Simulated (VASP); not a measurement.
## CdS: single point with PBE

The system is CdS.

```
Cd S
1.0
     0.00000    2.75324    2.75324
     2.75324    0.00000    2.75324
     2.75324    2.75324    0.00000
Cd S
1 1
Direct
  0.00000 0.00000 0.00000
  0.48184 0.51816 0.48184
```

Measurements of this composition are mostly on another form, of space group No. 186.

The cell isn't the ideal one: atom 2 (S) moved by (-0.100, +0.000) A along y and z.

```json
{
 "Program": "VASP 6.6.1",
 "Task": "single point",
 "Functional": "PBE",
 "Potentials or basis": "VASP PAW PBE potentials, release 64 (Cd, S)",
 "Cutoff": "520 eV",
 "k mesh": "10 × 10 × 10",
 "Occupations": "gaussian, width 0.03 eV",
 "Spin": "no spin polarisation",
 "Dipole correction": "no",
 "Further INCAR settings": "ALGO = Normal; EDIFF = 1e-06; NBANDS = 16"
}
```

The pressure is 0.2 GPa. The largest force is 0.145 eV/Å. The band gap on the k mesh is 0.27 eV, indirect (least direct gap 1.52 eV).

Forces on the atoms (eV/Å):
```
Cd   0.000 -0.145  0.000
S    0.000  0.145  0.000
```

Stress tensor (GPa, compression positive):
```
-0.13  0.00  0.00
 0.00  0.80  0.00
 0.00  0.00 -0.13
```

Levels at points of the mesh, in eV from the valence-band top:
| k point | band 5 | band 6 | band 7 | band 8 | band 9 | band 10 | band 11 | band 12 | band 13 | band 14 |
| --- | --- | --- | --- | --- | --- | --- | --- | --- | --- | --- |
| (0.00, 0.00, 0.00) | -7.57 | -7.57 | -0.69 | -0.69 | -0.69 | 0.83 | 9.17 | 9.17 | 9.21 | 11.23 |
| (0.50, 0.00, 0.00) | -7.38 | -7.38 | -4.76 | -0.03 | -0.01 | 3.54 | 5.93 | 5.95 | 6.66 | 12.18 |
| (0.50, 0.50, 0.00) | -7.32 | -6.68 | -4.11 | -2.06 | -2.04 | 0.27 | 6.03 | 9.73 | 11.15 | 11.17 |
| (0.50, 0.00, 0.50) | -7.32 | -6.68 | -4.13 | -2.06 | -2.06 | 0.27 | 6.07 | 9.76 | 11.13 | 11.13 |

Run time: 38 s on 1 thread of AMD EPYC 9R45 (Zen 5), on a shared host, peak memory 0.18 GiB.

A k mesh can miss the band edges.
